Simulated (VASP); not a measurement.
Level of theory: r2SCAN+rVV10, VASP's PBE PAW potentials (set 64) (plane waves; VASP).

Input for VASP

### KPOINTS_OPT
```
k-points along high-symmetry lines
10
Line-mode
Reciprocal
  0.000000   0.000000   0.000000 ! GAMMA
  0.500000   0.000000   0.500000 ! X

  0.500000   0.000000   0.500000 ! X
  0.625000   0.250000   0.625000 ! U

  0.375000   0.375000   0.750000 ! K
  0.000000   0.000000   0.000000 ! GAMMA

  0.000000   0.000000   0.000000 ! GAMMA
  0.500000   0.500000   0.500000 ! L

  0.500000   0.500000   0.500000 ! L
  0.500000   0.250000   0.750000 ! W

  0.500000   0.250000   0.750000 ! W
  0.500000   0.000000   0.500000 ! X
```

POSCAR:
```
ZrO2
1
    0.0000000000     2.5412477097     2.5412477097
    2.5412477097     0.0000000000     2.5412477097
    2.5412477097     2.5412477097     0.0000000000
Zr O
1 2
Direct
  0.0000000000   0.0000000000   0.0000000000
  0.2500000000   0.2500000000   0.2500000000
  0.7500000000   0.7500000000   0.7500000000
```

### INCAR
```
# general
SYSTEM   = ZrO2
PREC     = Accurate
ENCUT    = 520
LREAL    = .False.
LASPH    = .True.

# electronic loop
EDIFF    = 1E-7
NELM     = 100
ALGO     = Normal
LMAXMIX  = 4
LMIXTAU  = .True.

# smearing
ISMEAR   = -5

# functional
METAGGA  = R2SCAN
LUSE_VDW = .True.
BPARAM   = 11.95
CPARAM   = 0.0093

# ions
ISIF     = 2

# output
LWAVE    = .False.
LCHARG   = .False.
LORBIT   = 11
NEDOS    = 601

# other
LEFG     = .True.
```

File KPOINTS:
```
Automatic mesh
0
Gamma
8 8 8
0 0 0
```

POTCAR, in this order: Zr_sv O (PBE.64 set). Program: vasp_std.

Output of the run:

OSZICAR:
```
       N       E                     dE             d eps       ncg     rms          rms(c)
DAV:   1     0.173895961714E+03    0.17390E+03   -0.14943E+04   928   0.157E+03
DAV:   2    -0.522324205782E+02   -0.22613E+03   -0.22355E+03  1176   0.399E+02
DAV:   3    -0.611189835190E+02   -0.88866E+01   -0.88748E+01  1416   0.793E+01
DAV:   4    -0.613151851121E+02   -0.19620E+00   -0.19616E+00  1248   0.921E+00
DAV:   5    -0.613185407554E+02   -0.33556E-02   -0.33555E-02  1296   0.984E-01    0.260E+01
DAV:   6    -0.446733026967E+02    0.16645E+02   -0.19854E+01  1224   0.428E+01    0.843E+00
DAV:   7    -0.458311650556E+02   -0.11579E+01   -0.23126E+00  1024   0.135E+01    0.430E+00
DAV:   8    -0.457005844508E+02    0.13058E+00   -0.21064E+00  1016   0.150E+01    0.233E+00
DAV:   9    -0.451494557536E+02    0.55113E+00   -0.80646E-01   960   0.102E+01    0.118E+00
DAV:  10    -0.452674153975E+02   -0.11796E+00   -0.74393E-02  1024   0.317E+00    0.789E-01
DAV:  11    -0.453352857516E+02   -0.67870E-01   -0.14409E-02   992   0.118E+00    0.651E-01
DAV:  12    -0.453351516969E+02    0.13405E-03   -0.17697E-02  1040   0.117E+00    0.319E-01
DAV:  13    -0.453349907871E+02    0.16091E-03   -0.82068E-03  1120   0.688E-01    0.484E-02
DAV:  14    -0.453351901273E+02   -0.19934E-03   -0.40113E-04   968   0.267E-01    0.533E-02
DAV:  15    -0.453352876761E+02   -0.97549E-04   -0.14804E-04   968   0.161E-01    0.401E-02
DAV:  16    -0.453354661175E+02   -0.17844E-03   -0.19116E-04  1008   0.128E-01    0.782E-03
DAV:  17    -0.453354618728E+02    0.42447E-05   -0.16920E-05  1432   0.322E-02    0.708E-03
DAV:  18    -0.453354658150E+02   -0.39422E-05   -0.34531E-06  1032   0.151E-02    0.248E-03
DAV:  19    -0.453354668501E+02   -0.10351E-05   -0.55500E-07  1064   0.834E-03    0.110E-03
DAV:  20    -0.453354674551E+02   -0.60493E-06   -0.32949E-07  1000   0.547E-03    0.264E-04
DAV:  21    -0.453354674128E+02    0.42227E-07   -0.10121E-08   592   0.123E-03
   1 F= -.45335467E+02 E0= -.45335467E+02  d E =0.000000E+00
       N       E                     dE             ncg
       N       E                     dE             ncg
       N       E                     dE             ncg
```

**OUTCAR**
```
------------------------ aborting loop because EDIFF is reached ----------------------------------------
  FORCE on cell =-STRESS in cart. coord.  units (eV):
  Direction    XX          YY          ZZ          XY          YZ          ZX
  --------------------------------------------------------------------------------------
  Total       -0.0013337     -0.0013337     -0.0013337     -0.0000000      0.0000000      0.0000000
  in kB       -0.0651041     -0.0651041     -0.0651041     -0.0000000      0.0000000      0.0000000
  external PRESSURE =      -0.0651041 kB  Pullay stress =       0.0000000 kB
  volume of cell :       32.82
      direct lattice vectors                 reciprocal lattice vectors
     0.000000000  2.541247710  2.541247710    -0.196753743  0.196753743  0.196753743
     2.541247710  0.000000000  2.541247710     0.196753743 -0.196753743  0.196753743
     2.541247710  2.541247710  0.000000000     0.196753743  0.196753743 -0.196753743
 POSITION                                       TOTAL-FORCE (eV/Angst)
 -----------------------------------------------------------------------------------
      0.00000      0.00000      0.00000         0.000000     -0.000000      0.000000
      1.27062      1.27062      1.27062         0.000000      0.000000      0.000000
      3.81187      3.81187      3.81187        -0.000000     -0.000000     -0.000000
 -----------------------------------------------------------------------------------
    total drift:                                0.000000      0.000000      0.000000
  FREE ENERGIE OF THE ION-ELECTRON SYSTEM (eV)
  ---------------------------------------------------
  free  energy   TOTEN  =       -45.3354674128 eV

  energy  without entropy=      -45.3354674128  energy(sigma->0) =      -45.33546741

 total charge

# of ion       s       p       d       tot
------------------------------------------
    1        2.162   6.052   1.242   9.456
    2        1.569   3.568   0.000   5.137
    3        1.569   3.568   0.000   5.137
--------------------------------------------------
tot          5.300  13.188   1.242  19.730

 Electric field gradients after diagonalization (V/A^2)
 (convention: |V_zz| > |V_xx| > |V_yy|)
----------------------------------------------------------------------
 ion       V_xx      V_yy      V_zz     asymmetry (V_yy - V_xx)/ V_zz
----------------------------------------------------------------------
   1      -0.000    -0.000     0.000       0.000
   2       0.002     0.002    -0.003       0.000
   3       0.002     0.002    -0.003       0.000
```
(Selected blocks of OUTCAR.)

The compound is ZrO2 in the fluorite structure, the high-temperature cubic form, which is unstable at 0 K; the monoclinic form is the stable one. It was relaxed first.
